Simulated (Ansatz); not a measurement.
# Si: from a guess to a relaxed structure, part 2 of 3

The task: take a trial cell of Si to zero force and stress.

Ansatz 0.2.0; DFT PBE, scalar-relativistic, plane waves, PAW.

### 3 Rough relaxation on the coarse mesh

The input, input.yaml:

```yaml
crystal:
  lattice:
    - [3.08228668, -3.78221647, 0.0]
    - [3.08228668, 3.78221647, 0.0]
    - [0.0, 0.0, 4.40122366]
  atoms:
    - { symbol: Si, position: [0.60399741, 0.39600259, 0.31018494] }
    - { symbol: Si, position: [0.89600259, 0.10399741, 0.31018494] }
    - { symbol: Si, position: [0.39600259, 0.60399741, 0.68981506] }
    - { symbol: Si, position: [0.10399741, 0.89600259, 0.68981506] }
    - { symbol: Si, position: [0.75, 0.75, 0.0] }
    - { symbol: Si, position: [0.25, 0.25, 0.0] }
basis:
  ecutwfc: 420
kpoints:
  mp_grid: { grid: [4, 4, 4] }
hamiltonian:
  xc: pbe
scf:
  occupations: { method: gaussian, width: 0.1 }
  lower_state_search: "off"
output:
  forces: true
  stress: true
  eigenvalues: true
relax:
  adjacent_minimum: "off"
  f_tol: 0.04
  max_steps: 70
  cell: { stress_tol: 0.4 }
```

Run with:

```bash
ansatz run input.yaml --threads 1 --pin off --max-ram 2560MiB --backend cpu --events-out ev --progress --plain --runs-dir out
```

The log of the run:

```text
Warning: RAYON_NUM_THREADS=1 ignored (pool sized by the plan → 1); use --threads N
Engine: ansatz 0.2.0, x86_64-unknown-linux-gnu
Pseudopotentials: kind: paw
Pseudopotential: Si, paw, valence charge 4, recommended cutoff 420 eV (normal), Si.paw.azcp
Functional definition: PBE
  parameter kappa = 0.804
  parameter beta = 0.06672455060314922
  exchange = pbe_x(kappa = kappa, mu = beta*pi^2/3)
  correlation = pbe_c(beta = beta)
Crystal: 6 atoms, lattice volume = 102.618 Å³
Basis set: ecut = 420 eV, 2009 PW (Γ), exchange–correlation on 72×72×60 points (8 copies of the dense FFT grid, shifted against one another)
Bands: 18, of which v1, the nominal top of the filled ones, is band 12 counted from 1 (11 counted from 0)
Symmetry: 8 space group operations
Space group: Cmme (ITA 67), of the structure as read, at distance tolerance 4.7e-5 Å
k-points: 21 of 64
Non-local potential: Si, projectors of the file, l = 0: 2, l = 1: 2, l = 2: 2
PAW form: soft (Blöchl's): semilocal exchange-correlation on the pseudo side does not see the compensation charge
PAW one-centre angular grid: Si, 110 points (default); XC on 64 Gauss nodes
Initial density: superposition of atomic densities (neutral atoms: chi_scale 0, normalization atom), corrected by the library's trained network
Initial wavefunctions: pseudopotential atomic-orbital guess
Functional: x = pbe(κ = 0.804, μ = 0.2195149727645171), c = pbe(β = 0.06672455060314922)
SCF iter   1: F=—  HF=-3811.243221 eV  |F-HF|=—  |Δ(HF+E_count)|=         —  Δρ=3.48e-3  dr2=1.55e-2  ethr=1.77e-3  ⟨swp⟩=7.0  Hψ=2477  notcnv=0
preconditioner: auto → Resta (q_TF=auto, 2.142 Å⁻¹)  ε∞=5.8  [insulator: Δε(μ)=0.169 eV  Ē_g=8.225 eV  σ=0.100 eV  W_gap=0.77  n_scr=18 (ndim 8)  ℏωp=18.0 eV  f_vac=0.000  D(μ)=0.78/eV (n_scr^D=0)  ε∞_Penn≈5.8]
SCF iter   2: F=—  HF=-3811.241827 eV  |F-HF|=—  |Δ(HF+E_count)|=   1.39e-3  Δρ=1.99e-3  dr2=5.21e-3  ethr=6.44e-5  ⟨swp⟩=1.1  Hψ=570  notcnv=0
SCF iter   3: F=—  HF=-3811.241045 eV  |F-HF|=—  |Δ(HF+E_count)|=   7.82e-4  Δρ=3.04e-4  dr2=1.09e-4  ethr=2.17e-5  ⟨swp⟩=2.7  Hψ=618  notcnv=0
SCF iter   4: F=—  HF=-3811.241086 eV  |F-HF|=—  |Δ(HF+E_count)|=   4.12e-5  Δρ=8.78e-5  dr2=1.29e-5  ethr=4.54e-7  ⟨swp⟩=2.6  Hψ=603  notcnv=0
SCF iter   5: F=—  HF=-3811.241130 eV  |F-HF|=—  |Δ(HF+E_count)|=   4.39e-5  Δρ=2.30e-5  dr2=6.98e-7  ethr=5.37e-8  ⟨swp⟩=2.5  Hψ=584  notcnv=0
SCF iter   6: F=-3811.241131 eV  HF=-3811.241131 eV  |F-HF|=1.31e-8  |Δ(HF+E_count)|=   1.16e-6  Δρ=5.84e-6  dr2=4.78e-8  ethr=4.17e-10  ⟨swp⟩=9.3  Hψ=2143  notcnv=0
SCF 1 converged in 6 iterations: F = -3811.241131 eV  dr2 = 4.78e-8
relax step   1: F+E_penalty+E_count = -3811.24113145 eV  Δ(F+E_penalty+E_count) = +0.000e0 eV  max|allowed force component| = 1.355e0 eV/Å  Δτ_max = 0.0000 Å  P = +26.510 GPa  Ω = 102.618 Å³  (6 SCF iters, dr2 threshold 1.00e-7 eV, accepted)
Crystal: 6 atoms, lattice volume = 112.970 Å³
Basis set: ecut = 420 eV, 2221 PW (Γ), exchange–correlation on 72×72×60 points (8 copies of the dense FFT grid, shifted against one another)
Initial density: handed on by an earlier stage of this run
Initial wavefunctions: those handed on with the density
iter 1 solved again at ethr=3.91e-4 eV; its pass at ethr=3.10e-3 eV (dr2=9.38e-2 eV) is discarded
SCF iter   1: F=—  HF=-3812.623648 eV  |F-HF|=—  |Δ(HF+E_count)|=         —  Δρ=6.78e-3  dr2=9.27e-2  ethr=3.91e-4  ⟨swp⟩=1.0  Hψ=2672  notcnv=0
preconditioner: auto → Kerker (q_TF=auto, 2.107 Å⁻¹)  [metal: Δε(μ)=0.031 eV  Ē_g=7.836 eV  σ=0.100 eV  W_gap=0.17  n_scr=18 (ndim 8)  ℏωp=17.1 eV  f_vac=0.000  D(μ)=1.09/eV (n_scr^D=4)]
SCF iter   2: F=—  HF=-3812.602428 eV  |F-HF|=—  |Δ(HF+E_count)|=   2.12e-2  Δρ=4.01e-3  dr2=3.44e-2  ethr=3.86e-4  ⟨swp⟩=1.0  Hψ=378  notcnv=0
SCF iter   3: F=—  HF=-3812.593870 eV  |F-HF|=—  |Δ(HF+E_count)|=   8.56e-3  Δρ=8.20e-4  dr2=1.40e-3  ethr=1.43e-4  ⟨swp⟩=2.4  Hψ=621  notcnv=0
SCF iter   4: F=—  HF=-3812.594688 eV  |F-HF|=—  |Δ(HF+E_count)|=   8.17e-4  Δρ=1.91e-4  dr2=7.18e-5  ethr=5.83e-6  ⟨swp⟩=2.5  Hψ=633  notcnv=0
SCF iter   5: F=—  HF=-3812.594795 eV  |F-HF|=—  |Δ(HF+E_count)|=   1.07e-4  Δρ=5.94e-5  dr2=5.09e-6  ethr=2.99e-7  ⟨swp⟩=2.0  Hψ=624  notcnv=0
SCF iter   6: F=-3812.594805 eV  HF=-3812.594805 eV  |F-HF|=1.17e-7  |Δ(HF+E_count)|=   1.01e-5  Δρ=1.04e-5  dr2=1.70e-7  ethr=2.50e-9  ⟨swp⟩=8.1  Hψ=2094  notcnv=0
SCF 2 converged in 6 iterations: F = -3812.594805 eV  dr2 = 1.70e-7
relax step   2: F+E_penalty+E_count = -3812.59480516 eV  Δ(F+E_penalty+E_count) = -1.354e0 eV  max|allowed force component| = 3.363e-1 eV/Å  Δτ_max = 0.0123 Å  P = +11.395 GPa  Ω = 112.970 Å³  energy of the carried Pulay correction = -1.760e-3 eV  (6 SCF iters, dr2 threshold 6.00e-7 eV, accepted)
Crystal: 6 atoms, lattice volume = 120.720 Å³
Basis set: ecut = 420 eV, 2377 PW (Γ), exchange–correlation on 72×72×60 points (8 copies of the dense FFT grid, shifted against one another)
iter 1 solved again at ethr=1.45e-4 eV; its pass at ethr=3.10e-3 eV (dr2=3.48e-2 eV) is discarded
SCF iter   1: F=—  HF=-3813.079773 eV  |F-HF|=—  |Δ(HF+E_count)|=         —  Δρ=4.53e-3  dr2=3.44e-2  ethr=1.45e-4  ⟨swp⟩=1.0  Hψ=2647  notcnv=0
preconditioner: auto → Resta (q_TF=auto, 2.084 Å⁻¹)  ε∞=5.7  [insulator: Δε(μ)=0.200 eV  Ē_g=7.629 eV  σ=0.100 eV  W_gap=0.84  n_scr=18 (ndim 8)  ℏωp=16.6 eV  f_vac=0.000  D(μ)=0.20/eV (n_scr^D=0)  ε∞_Penn≈5.7]
SCF iter   2: F=—  HF=-3813.072563 eV  |F-HF|=—  |Δ(HF+E_count)|=   7.21e-3  Δρ=2.60e-3  dr2=1.17e-2  ethr=1.43e-4  ⟨swp⟩=1.0  Hψ=378  notcnv=0
SCF iter   3: F=—  HF=-3813.070260 eV  |F-HF|=—  |Δ(HF+E_count)|=   2.30e-3  Δρ=3.80e-4  dr2=2.27e-4  ethr=4.86e-5  ⟨swp⟩=2.5  Hψ=632  notcnv=0
SCF iter   4: F=—  HF=-3813.070462 eV  |F-HF|=—  |Δ(HF+E_count)|=   2.01e-4  Δρ=7.25e-5  dr2=1.14e-5  ethr=9.45e-7  ⟨swp⟩=2.4  Hψ=611  notcnv=0
SCF iter   5: F=—  HF=-3813.070476 eV  |F-HF|=—  |Δ(HF+E_count)|=   1.49e-5  Δρ=2.35e-5  dr2=8.07e-7  ethr=4.74e-8  ⟨swp⟩=2.0  Hψ=620  notcnv=0
SCF iter   6: F=-3813.070478 eV  HF=-3813.070478 eV  |F-HF|=2.58e-8  |Δ(HF+E_count)|=   1.81e-6  Δρ=4.50e-6  dr2=4.64e-8  ethr=2.50e-9  ⟨swp⟩=6.5  Hψ=1880  notcnv=0
the search or the solves at the SCF's close seem to have found levels that the self-consistency loop had missed (the run counts 1). By its estimate they hold under 1e-12 electrons; where the run keeps them, the occupations were computed again with them
SCF 3 converged in 6 iterations: F = -3813.070478 eV  dr2 = 4.64e-8
relax step   3: F+E_penalty+E_count = -3813.07047832 eV  Δ(F+E_penalty+E_count) = -4.757e-1 eV  max|allowed force component| = 5.332e-2 eV/Å  Δτ_max = 0.0136 Å  P = +3.937 GPa  Ω = 120.720 Å³  energy of the carried Pulay correction = -2.971e-3 eV  (6 SCF iters, dr2 threshold 6.00e-7 eV, accepted)
Crystal: 6 atoms, lattice volume = 125.140 Å³
Basis set: ecut = 420 eV, 2445 PW (Γ), exchange–correlation on 72×72×60 points (8 copies of the dense FFT grid, shifted against one another)
iter 1 solved again at ethr=6.92e-5 eV; its pass at ethr=3.10e-3 eV (dr2=1.66e-2 eV) is discarded
SCF iter   1: F=—  HF=-3813.162319 eV  |F-HF|=—  |Δ(HF+E_count)|=         —  Δρ=3.21e-3  dr2=1.65e-2  ethr=6.92e-5  ⟨swp⟩=1.0  Hψ=2598  notcnv=0
preconditioner: auto → Resta (q_TF=auto, 2.072 Å⁻¹)  ε∞=5.7  [insulator: Δε(μ)=0.273 eV  Ē_g=7.507 eV  σ=0.100 eV  W_gap=0.95  n_scr=18 (ndim 8)  ℏωp=16.3 eV  f_vac=0.000  D(μ)=0.06/eV (n_scr^D=0)  ε∞_Penn≈5.7]
SCF iter   2: F=—  HF=-3813.159476 eV  |F-HF|=—  |Δ(HF+E_count)|=   2.84e-3  Δρ=1.86e-3  dr2=5.61e-3  ethr=6.86e-5  ⟨swp⟩=1.0  Hψ=378  notcnv=0
SCF iter   3: F=—  HF=-3813.158552 eV  |F-HF|=—  |Δ(HF+E_count)|=   9.24e-4  Δρ=2.43e-4  dr2=9.73e-5  ethr=2.34e-5  ⟨swp⟩=2.4  Hψ=634  notcnv=0
SCF iter   4: F=—  HF=-3813.158656 eV  |F-HF|=—  |Δ(HF+E_count)|=   1.04e-4  Δρ=4.85e-5  dr2=5.44e-6  ethr=4.05e-7  ⟨swp⟩=2.3  Hψ=594  notcnv=0
SCF iter   5: F=-3813.158664 eV  HF=-3813.158664 eV  |F-HF|=6.45e-7  |Δ(HF+E_count)|=   7.12e-6  Δρ=1.56e-5  dr2=3.85e-7  ethr=2.50e-9  ⟨swp⟩=7.2  Hψ=2068  notcnv=0
SCF 4 converged in 5 iterations: F = -3813.158664 eV  dr2 = 3.85e-7
relax step   4: F+E_penalty+E_count = -3813.15866416 eV  Δ(F+E_penalty+E_count) = -8.819e-2 eV  max|allowed force component| = 4.407e-2 eV/Å  Δτ_max = 0.0140 Å  P = +0.393 GPa  Ω = 125.140 Å³  energy of the carried Pulay correction = -3.625e-3 eV  (5 SCF iters, dr2 threshold 6.00e-7 eV, accepted)
Crystal: 6 atoms, lattice volume = 125.860 Å³
Basis set: ecut = 420 eV, 2457 PW (Γ), exchange–correlation on 72×72×60 points (8 copies of the dense FFT grid, shifted against one another)
iter 1 solved again at ethr=2.26e-6 eV; its pass at ethr=3.10e-3 eV (dr2=5.43e-4 eV) is discarded
SCF iter   1: F=—  HF=-3813.160836 eV  |F-HF|=—  |Δ(HF+E_count)|=         —  Δρ=7.39e-4  dr2=6.92e-4  ethr=2.26e-6  ⟨swp⟩=2.7  Hψ=2529  notcnv=0
preconditioner: auto → Resta (q_TF=auto, 2.070 Å⁻¹)  ε∞=5.7  [insulator: Δε(μ)=0.157 eV  Ē_g=7.496 eV  σ=0.100 eV  W_gap=0.73  n_scr=18 (ndim 8)  ℏωp=16.2 eV  f_vac=0.000  D(μ)=0.21/eV (n_scr^D=0)  ε∞_Penn≈5.7]
SCF iter   2: F=—  HF=-3813.160718 eV  |F-HF|=—  |Δ(HF+E_count)|=   1.17e-4  Δρ=4.17e-4  dr2=2.20e-4  ethr=2.26e-6  ⟨swp⟩=1.0  Hψ=378  notcnv=0
SCF iter   3: F=—  HF=-3813.160703 eV  |F-HF|=—  |Δ(HF+E_count)|=   1.53e-5  Δρ=4.14e-5  dr2=3.37e-6  ethr=9.18e-7  ⟨swp⟩=2.3  Hψ=622  notcnv=0
SCF iter   4: F=-3813.160705 eV  HF=-3813.160705 eV  |F-HF|=2.88e-7  |Δ(HF+E_count)|=   1.77e-6  Δρ=1.40e-5  dr2=4.22e-7  ethr=2.50e-9  ⟨swp⟩=6.8  Hψ=1872  notcnv=0
SCF 5 converged in 4 iterations: F = -3813.160705 eV  dr2 = 4.22e-7
relax step   5: F+E_penalty+E_count = -3813.16070526 eV  Δ(F+E_penalty+E_count) = -2.041e-3 eV  max|allowed force component| = 2.647e-2 eV/Å  Δτ_max = 0.0053 Å  P = -0.082 GPa  Ω = 125.860 Å³  energy of the carried Pulay correction = -3.730e-3 eV  (4 SCF iters, dr2 threshold 6.00e-7 eV, accepted)
Initial wavefunctions: pseudopotential atomic-orbital guess (no wavefunctions were taken with the density)
iter 1 solved again at ethr=2.08e-7 eV; its pass at ethr=3.10e-3 eV (dr2=4.98e-5 eV) is discarded
SCF iter   1: F=—  HF=-3813.176935 eV  |F-HF|=—  |Δ(HF+E_count)|=         —  Δρ=2.72e-4  dr2=9.07e-6  ethr=2.08e-7  ⟨swp⟩=3.0  Hψ=3474  notcnv=0
preconditioner: auto → Resta (q_TF=auto, 2.070 Å⁻¹)  ε∞=5.7  [insulator: Δε(μ)=0.157 eV  Ē_g=7.497 eV  σ=0.100 eV  W_gap=0.73  n_scr=18 (ndim 8)  ℏωp=16.2 eV  f_vac=0.000  D(μ)=0.21/eV (n_scr^D=0)  ε∞_Penn≈5.7]
SCF iter   2: F=—  HF=-3813.177064 eV  |F-HF|=—  |Δ(HF+E_count)|=   1.29e-4  Δρ=1.44e-4  dr2=2.66e-6  ethr=3.78e-8  ⟨swp⟩=2.0  Hψ=607  notcnv=0
SCF iter   3: F=—  HF=-3813.177105 eV  |F-HF|=—  |Δ(HF+E_count)|=   4.02e-5  Δρ=3.70e-6  dr2=1.48e-8  ethr=1.11e-8  ⟨swp⟩=2.0  Hψ=631  notcnv=0
SCF iter   4: F=-3813.177105 eV  HF=-3813.177105 eV  |F-HF|=4.18e-9  |Δ(HF+E_count)|=   1.75e-8  Δρ=1.44e-6  dr2=3.21e-9  ethr=1.60e-11  ⟨swp⟩=5.8  Hψ=1602  notcnv=0
SCF 6 converged in 4 iterations: F = -3813.177105 eV  dr2 = 3.21e-9
relax step   6: F+E_penalty+E_count = -3813.17710457 eV  Δ(F+E_penalty+E_count) = -1.640e-2 eV  max|allowed force component| = 2.707e-2 eV/Å  Δτ_max = 0.0000 Å  P = +0.066 GPa  Ω = 125.860 Å³  stress off target by 4.53e-1 GPa  SCF on the basis re-selected at this cell (its energy is not comparable with the rows above)  (4 SCF iters)
basis re-selected at this cell: Δ(F+E_penalty+E_count) = -1.640e-2 eV, ΔP = +0.148 GPa vs the last step (what re-selecting the basis moved, of the pressure what is left beyond the Pulay correction that the steps carried, after the strain that the cell walked since its last selection, with what the two solves' SCF thresholds leave and, on support functions, any second-order correction that the steps lacked; it is no measure of the basis error at this ecutwfc). This SCF's stress stands 4.53e-1 GPa from its target on what of the cell is left free (relax.cell.stress_tol is 4.00e-1 GPa) and its largest allowed force component is 2.71e-2 eV/Å (relax.f_tol is 4.00e-2 eV/Å): not within both, so this SCF does not close the relaxation
Crystal: 6 atoms, lattice volume = 125.943 Å³
iter 1 solved again at ethr=2.68e-7 eV; its pass at ethr=3.10e-3 eV (dr2=6.44e-5 eV) is discarded
SCF iter   1: F=—  HF=-3813.177974 eV  |F-HF|=—  |Δ(HF+E_count)|=         —  Δρ=2.76e-4  dr2=9.03e-5  ethr=2.68e-7  ⟨swp⟩=3.0  Hψ=2530  notcnv=0
preconditioner: auto → Resta (q_TF=auto, 2.070 Å⁻¹)  ε∞=5.7  [insulator: Δε(μ)=0.213 eV  Ē_g=7.495 eV  σ=0.100 eV  W_gap=0.87  n_scr=18 (ndim 8)  ℏωp=16.2 eV  f_vac=0.000  D(μ)=0.12/eV (n_scr^D=0)  ε∞_Penn≈5.7]
SCF iter   2: F=—  HF=-3813.177990 eV  |F-HF|=—  |Δ(HF+E_count)|=   1.69e-5  Δρ=1.55e-4  dr2=2.73e-5  ethr=2.68e-7  ⟨swp⟩=1.1  Hψ=397  notcnv=0
SCF iter   3: F=-3813.177986 eV  HF=-3813.177986 eV  |F-HF|=2.87e-8  |Δ(HF+E_count)|=   4.85e-6  Δρ=1.26e-5  dr2=2.38e-7  ethr=2.14e-9  ⟨swp⟩=4.5  Hψ=2091  notcnv=0
SCF 7 converged in 3 iterations: F = -3813.177986 eV  dr2 = 2.38e-7
relax step   7: F+E_penalty+E_count = -3813.17798563 eV  Δ(F+E_penalty+E_count) = -8.811e-4 eV  max|allowed force component| = 1.037e-2 eV/Å  Δτ_max = 0.0028 Å  P = +0.043 GPa  Ω = 125.943 Å³  energy of the carried Pulay correction = -1.065e-5 eV  (3 SCF iters, dr2 threshold 5.14e-7 eV, accepted)
iter 1 solved again at ethr=1.79e-7 eV; its pass at ethr=3.10e-3 eV (dr2=4.29e-5 eV) is discarded
SCF iter   1: F=—  HF=-3813.177961 eV  |F-HF|=—  |Δ(HF+E_count)|=         —  Δρ=1.35e-5  dr2=2.65e-7  ethr=1.79e-7  ⟨swp⟩=3.0  Hψ=3476  notcnv=0
preconditioner: auto → Resta (q_TF=auto, 2.070 Å⁻¹)  ε∞=5.7  [insulator: Δε(μ)=0.214 eV  Ē_g=7.496 eV  σ=0.100 eV  W_gap=0.87  n_scr=18 (ndim 8)  ℏωp=16.2 eV  f_vac=0.000  D(μ)=0.12/eV (n_scr^D=0)  ε∞_Penn≈5.7]
SCF iter   2: F=—  HF=-3813.177989 eV  |F-HF|=—  |Δ(HF+E_count)|=   2.79e-5  Δρ=7.84e-6  dr2=9.77e-8  ethr=1.10e-9  ⟨swp⟩=2.0  Hψ=630  notcnv=0
SCF iter   3: F=—  HF=-3813.177989 eV  |F-HF|=—  |Δ(HF+E_count)|=   3.80e-8  Δρ=2.14e-6  dr2=9.09e-9  ethr=4.07e-10  ⟨swp⟩=2.1  Hψ=625  notcnv=0
SCF iter   4: F=-3813.177989 eV  HF=-3813.177989 eV  |F-HF|=5.71e-10  |Δ(HF+E_count)|=   3.07e-9  Δρ=8.32e-7  dr2=9.88e-10  ethr=1.60e-11  ⟨swp⟩=5.2  Hψ=1570  notcnv=0
SCF 8 converged in 4 iterations: F = -3813.177989 eV  dr2 = 9.88e-10
relax step   8: F+E_penalty+E_count = -3813.17798930 eV  Δ(F+E_penalty+E_count) = -3.673e-6 eV  max|allowed force component| = 1.039e-2 eV/Å  Δτ_max = 0.0000 Å  P = +0.043 GPa  Ω = 125.943 Å³  stress off target by 8.29e-2 GPa  SCF on the basis re-selected at this cell (its energy is not comparable with the rows above)  (4 SCF iters)
basis re-selected at this cell: Δ(F+E_penalty+E_count) = -3.673e-6 eV, ΔP = -0.000 GPa vs the last step (what re-selecting the basis moved, of the pressure what is left beyond the Pulay correction that the steps carried, after the strain that the cell walked since its last selection, with what the two solves' SCF thresholds leave and, on support functions, any second-order correction that the steps lacked; it is no measure of the basis error at this ecutwfc). This SCF's stress stands 8.29e-2 GPa from its target on what of the cell is left free (relax.cell.stress_tol is 4.00e-1 GPa) and its largest allowed force component is 1.04e-2 eV/Å (relax.f_tol is 4.00e-2 eV/Å): within both
SCF converged after 4 iterations
Free energy (F): -3813.177989 eV
Harris-Foulkes:  -3813.177989 eV  (|F-HF|=5.71e-10)
Internal energy: -3813.177380 eV  (E = F + TS)
E sigma→0 (E₀):  -3813.177685 eV
Entropy (-TS):   -0.000609 eV (-0.101 meV/atom)
Fermi energy:    5.792711 eV
--- Per-component energies (eV) ---
  E_band       = 18.607266
  E_kinetic    = 239.411357
  E_local      = -197.000357  (includes V_loc(G=0)·N_el)
  E_nonlocal   = 155.099427
  E_hartree    = 56.999595
  E_xc         = -329.879273
  E_vxc        = -278.745444  (∫ρ·V_xc dr)
  E_paw        = -3075.932249  (= ΣΔE_a)
  E_vpaw       = -14.157130  (= ΣTr[D̂ρ^β])
  E_aug_tail   = 0.000038  (compensation charges beyond the density's cutoff)
  E_ewald      = -661.875918
  E_smearing   = -0.000609  (= −TS)
  E_closure    = 0.000000  (closes the sum)
  Σ components = -3813.177989   (vs F -3813.177989, Δ=0.00e0)
--- Forces (eV/Å), atoms counted from 1 ---
  atom   1  Si    -0.00000000     0.01039298     0.00814567
  atom   2  Si     0.00000000    -0.01039298     0.00814567
  atom   3  Si     0.00000000    -0.01039298    -0.00814567
  atom   4  Si    -0.00000000     0.01039298    -0.00814567
  atom   5  Si    -0.00000000     0.00000000    -0.00000000
  atom   6  Si     0.00000000    -0.00000000     0.00000000
  max |Σ_I F_I| component: 2.78e-17 eV/Å
--- Stress (GPa, compression-positive) ---
        0.082905       0.000000      -0.000000
        0.000000      -0.029241      -0.000000
       -0.000000      -0.000000       0.074111
  P = ⅓ Tr σ = 0.0426 GPa (0.426 kbar)
--- Band table (eV; the first three rows and the last of 21) ---
  k-point 0: bands = ["-6.2147", "-2.9170", "-1.8617", "-1.8357", "0.6280", "1.8444", "2.5084", "2.5382", "2.9516", "3.6751", "3.9422", "4.4516", "6.4861", "7.3856", "7.5796", "7.8953", "9.3036", "10.1097"]
  k-point 1: bands = ["-5.8136", "-2.8008", "-2.4928", "-1.5833", "0.3879", "0.6086", "2.2102", "2.8394", "2.9712", "3.7024", "4.0435", "4.6895", "6.8968", "7.2307", "7.8350", "8.0681", "8.8645", "9.0569"]
  k-point 2: bands = ["-4.9473", "-4.1736", "-1.2680", "-1.2371", "-1.2020", "0.5586", "1.8833", "2.0060", "3.3235", "3.9981", "4.2602", "5.3200", "5.8978", "7.1437", "7.2514", "8.1420", "8.1767", "8.4160"]
  k-point 20: bands = ["-4.0708", "-3.1491", "-2.9344", "-2.7243", "-1.7397", "0.6970", "1.0207", "1.1805", "5.2213", "5.3473", "5.6039", "6.4338", "7.2601", "7.8422", "9.0032", "9.1588", "9.2951", "9.6100"]
--- Relaxed structure (6 steps of the walk, 6 accepted, 2 SCFs on fresh bases) ---
  F+E_penalty+E_count = -3813.17798930 eV   max|allowed force component| = 1.039e-2 eV/Å   (the final SCF, on the basis selected at the relaxed cell)
  cell:  # Å, volume = 125.9431 Å³
    - [3.483823541933562, -4.101664546575686, -2.2508395995074163e-17]
    - [3.483823541933562, 4.101664546575686, -2.2508395995074157e-17]
    - [-3.21399322279035e-17, 3.258958382661455e-33, 4.406847268593585]
  atoms:
    - { symbol: Si, position: [0.6052519593678695, 0.39474804063213037, 0.30693280564158637] }
    - { symbol: Si, position: [0.8947480406321304, 0.10525195936786952, 0.30693280564158637] }
    - { symbol: Si, position: [0.39474804063213037, 0.6052519593678695, 0.693067194358414] }
    - { symbol: Si, position: [0.10525195936786952, 0.8947480406321304, 0.693067194358414] }
    - { symbol: Si, position: [0.75, 0.75, 1.478046456496833e-19] }
    - { symbol: Si, position: [0.24999999999999997, 0.24999999999999997, 1.4780464564968215e-19] }
```

Run time: 49 s. Hardware: 1 thread of Intel Xeon at 2.50GHz (Skylake/Cascade Lake), shared host; peak memory 0.38 GiB.

Step by step:

| step | energy from step 1 (eV/cell) | largest force component (eV/Å) | pressure (GPa) | volume (Å³) |
| --- | --- | --- | --- | --- |
| 1 | 0.0000 | 1.3553 | 26.51 | 102.62 |
| 2 | -1.3537 | 0.3363 | 11.40 | 112.97 |
| 3 | -1.8293 | 0.0533 | 3.94 | 120.72 |
| 4 | -1.9175 | 0.0441 | 0.39 | 125.14 |
| 5 | -1.9196 | 0.0265 | -0.08 | 125.86 |
| 6 | -1.9360 | 0.0271 | 0.07 | 125.86 |
| 7 | -1.9369 | 0.0104 | 0.04 | 125.94 |
| 8 | -1.9369 | 0.0104 | 0.04 | 125.94 |

Step 1 is the start. Steps 6, 8 each repeat the geometry before them on a plane-wave basis chosen anew, so the energy can jump there without any move.

Lengths and angles in the start's conventional setting:

|  | before | after | change |
| --- | --- | --- | --- |
| a (Å) | 6.165 | 6.968 | +13.0 % |
| b (Å) | 7.564 | 8.203 | +8.4 % |
| c (Å) | 4.401 | 4.407 | +0.1 % |
| volume (Å³/atom) | 17.10 | 20.99 | +22.7 % |
| shortest distance (Å) | 2.204 | 2.368 | +7.5 % |
| space group (0.01 Å) | Cmme | Cmme | same |

The run keeps the 8 symmetry operations of the start, so it could not have lowered the symmetry.

[end of part 2 of 3]
